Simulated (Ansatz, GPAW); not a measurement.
## Cost and result for the band gap of InSe

```
In Se
1.0
     4.04733    0.00000    0.00000
    -2.02366    3.50509    0.00000
     0.00000    0.00000   18.05206
In Se
4 4
Direct
  0.33333 0.66667 0.07739
  0.33333 0.66667 0.92261
  0.00000 0.00000 0.42261
  0.00000 0.00000 0.57739
  0.33333 0.66667 0.35298
  0.33333 0.66667 0.64702
  0.66667 0.33333 0.14700
  0.66667 0.33333 0.85300
```

Measurements of this composition are mostly on another form, of space group No. 160.

| rung | level | program and potentials | cutoff (eV) | k mesh | smearing | task | core time | chip | band gap (eV) | notes |
| --- | --- | --- | --- | --- | --- | --- | --- | --- | --- | --- |
| LDA | LDA | GPAW, the program's PAW data sets (release 1.2.1) made for this functional | 450 | 6 × 6 × 1 | fermi-dirac 0.05 | single point | 45 s | Arm Neoverse V1 | 0.49 | - |
| GGA | PBEsol | Ansatz, all-electron LAPW, scalar-relativistic | - | 8 × 8 × 2 | fermi-dirac 0.05 | single point | 5.8 min | AMD EPYC 7R43 Zen 3 | 0.64 | - |
| GGA | PBEsol | GPAW, PAW data sets generated for this functional | 600 | 8 × 8 × 2 | fermi-dirac 0.05 | single point | 6.4 min | Intel Xeon Skylake/Cascade Lake | 0.63 | - |
| LDA | LDA | Ansatz, all-electron LAPW, scalar-relativistic | - | 8 × 8 × 2 | fermi-dirac 0.05 | band structure | 9.6 min | Arm Neoverse V1 | 0.50 | - |
| LDA | LDA | GPAW, the program's PAW data sets (release 1.2.1) made for this functional | 600 | 5 × 5 × 1 | fermi-dirac 0.05 | band structure | 23 min | Intel Xeon Skylake/Cascade Lake | 0.49 | - |
| meta-GGA | r2SCAN | GPAW, GPAW PAW data sets (gpaw-data 1.2.1) | 600 | 5 × 5 × 1 | fermi-dirac 0.05 | band structure | 29 min | Arm Neoverse V2 | 1.12 | potentials made for PBE |

Times are single runs on shared hosts and different chips, so they are rough; meshes, cutoffs and the tasks' sizes weigh on the time. All rows: no spin polarisation. Gaps are the least found on the k mesh or the band path, and a mesh can miss the band edges. Smearing widths are in eV. Meshes differ between rows, which moves values too. All levels ran on this one cell, unrelaxed unless noted. Meshes are those of the run's cell of 8 atoms unless a note names another. Runs on faulty files, with rough fits or with known faults for this quantity aren't shown. PBE isn't shown for this crystal. No row holds spin-orbit coupling.

By rung: LDA 0.49 to 0.50; GGA 0.63 to 0.64; meta-GGA 1.12 (eV).
